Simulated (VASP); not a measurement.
## CdO: band structure with HSE06

CdO:

```
Cd O
1.0
     0.00000    2.34950    2.34950
     2.34950    0.00000    2.34950
     2.34950    2.34950    0.00000
Cd O
1 1
Direct
  0.00000 0.00000 0.00000
  0.50000 0.50000 0.50000
```

```
Program                            : VASP 6.6.1
Task                               : band structure
Functional                         : HSE06
Potentials or basis                : VASP PAW PBE potentials, release 64 (Cd, O)
Cutoff                             : 520 eV
k mesh                             : 6 × 6 × 6
Occupations                        : gaussian, width 0.1 eV
Spin                               : no spin polarisation
Grid for exact exchange (PRECFOCK) : Fast
Screening parameter                : 0.2 1/A
Further INCAR settings             : ALGO = Normal; EDIFF = 1e-07; NBANDS = 16
```

```
Pressure                : 2.3 GPa
Band gap on the k mesh  : 0.90 eV, indirect (least direct gap 2.25 eV)
Band gap along the path : 0.90 eV, indirect (least direct gap 2.25 eV)
```

Levels at the corners of the path, in eV from the valence-band top:
```tsv
point	band 6	band 7	band 8	band 9	band 10	band 11	band 12	band 13
Γ	-7.25	-1.35	-1.35	-1.35	0.90	16.59	18.80	18.80
X	-6.52	-4.59	-2.44	-2.44	5.64	10.48	12.72	15.53
X	-6.52	-4.59	-2.44	-2.44	5.64	10.48	12.72	15.53
W	-6.63	-3.21	-3.21	-1.93	7.89	10.75	10.75	12.61
W	-6.63	-3.21	-3.21	-1.93	7.89	10.75	10.75	12.61
K	-6.81	-3.65	-3.04	-1.35	7.26	10.35	10.51	15.03
K	-6.81	-3.65	-3.04	-1.35	7.26	10.35	10.51	15.03
Γ	-7.25	-1.35	-1.35	-1.35	0.90	16.59	18.80	18.80
Γ	-7.25	-1.35	-1.35	-1.35	0.90	16.59	18.80	18.80
L	-6.96	-4.12	0.00	0.00	5.91	9.37	13.79	13.79
L	-6.96	-4.12	0.00	0.00	5.91	9.37	13.79	13.79
U	-6.81	-3.65	-3.04	-1.35	7.26	10.35	10.51	15.03
U	-6.81	-3.65	-3.04	-1.35	7.26	10.35	10.51	15.03
W	-6.63	-3.21	-3.21	-1.93	7.89	10.75	10.75	12.61
W	-6.63	-3.21	-3.21	-1.93	7.89	10.75	10.75	12.61
L	-6.96	-4.12	0.00	0.00	5.91	9.37	13.79	13.79
L	-6.96	-4.12	0.00	0.00	5.91	9.37	13.79	13.79
K	-6.81	-3.65	-3.04	-1.35	7.26	10.35	10.51	15.03
U	-6.81	-3.65	-3.04	-1.35	7.26	10.35	10.51	15.03
X	-6.52	-4.59	-2.44	-2.44	5.64	10.48	12.72	15.53
```

Run time: 20 min on 1 thread of Intel(R) Xeon(R) 6975P-C (Granite Rapids), with other jobs on the host, peak memory 0.27 GiB.

Caveat: the PAW data sets were made with another functional, which shifts forces and pressure a little.
